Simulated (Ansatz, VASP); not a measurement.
One calculation of Li2O, two programs

```xyz
3
Lattice="0.0000 2.3131 2.3131 2.3131 0.0000 2.3131 2.3131 2.3131 0.0000" Properties=species:S:1:pos:R:3 pbc="T T T"
Li    3.4697    3.4697    3.4697
Li    1.1566    1.1566    1.1566
O     0.0000    0.0000    0.0000
```

Alike in both runs: functional PBE; k mesh 8 × 8 × 8; occupations gaussian, width 0.02 eV; no spin polarisation.

Ansatz relaxed the structure, and its values are those at the end. VASP's run is a single point on that final structure, the one shown.

|  | VASP | Ansatz |
| --- | --- | --- |
| version | VASP 6.6.1 | Ansatz 0.2.0 |
| potentials or method | VASP PAW PBE potentials, release 64 (Li_sv, O) | scalar-relativistic, plane waves, PAW |
| plane-wave cutoff (eV) | 520 | 420 |
| valence electrons in the cell | 12 | 12 |

|  | VASP | Ansatz | Ansatz less VASP |
| --- | --- | --- | --- |
| gap on the k mesh at the Fermi level (eV) | 4.96 | 4.98 | +0.020 |
| least direct gap on the mesh (eV) | 5.24 | 5.23 | -0.010 |

The functional is the same, so the differences come from potentials, cutoffs and numerics.

 A k mesh can miss the band edges. Expect the measured gap to be larger: semilocal functionals such as PBE lack the derivative discontinuity.
